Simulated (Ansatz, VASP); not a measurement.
One calculation of TiO2, two programs

```
CELL_PARAMETERS angstrom
-4.59373 0.00000 -2.95812
0.00000 -4.59373 0.00000
-4.59373 0.00000 2.95812
ATOMIC_POSITIONS crystal
Ti 0.00000 0.00000 0.00000
Ti 0.50000 0.00000 0.50000
Ti 0.00000 0.50000 0.50000
Ti 0.50000 0.50000 0.00000
O 0.84735 0.69470 0.84735
O 0.34735 0.69470 0.34735
O 0.65265 0.19470 0.15265
O 0.15265 0.19470 0.65265
O 0.65265 0.30530 0.65265
O 0.15265 0.30530 0.15265
O 0.84735 0.80530 0.34735
O 0.34735 0.80530 0.84735
```

Alike in both runs: task single point; functional PBE; k mesh 3 × 4 × 3; occupations fermi-dirac, width 0.05 eV; collinear spin.

```csv
,VASP,Ansatz
version,VASP 6.6.1,Ansatz 0.2.0
potentials or method,"VASP PAW PBE potentials, release 64 (Ti_sv, O)","PAW, plane waves, scalar-relativistic"
plane-wave cutoff (eV),520,420
valence electrons in the cell,96,96
```

|  | VASP | Ansatz | Ansatz less VASP |
| --- | --- | --- | --- |
| gap on the k mesh at the Fermi level (eV) | 1.88 | 1.91 | +0.027 |
| pressure (GPa) | 6.0 | 5.3 | -0.68 |
| largest component of the traceless stress (GPa) | 0.34 | 0.56 | +0.224 |
| rms of the force components (eV/Å) | 0.077 | 0.064 | -0.0129 |
| net moment per atom (μB) | 0.00 | 0.00 | 0.000 |

Atom by atom the forces differ by 0.013 eV/Å (rms over components). The functional is the same, so the differences come from potentials, cutoffs and numerics. Ansatz warned: «seeded_moment_not_kept».

Caveats: the k mesh is coarse (spacing up to 0.42 Å⁻¹), so the values aren't converged; an odd mesh through Γ misses points on the zone boundary, where band edges often lie. PBE gaps usually lie below the measured ones, often by a third to a half.
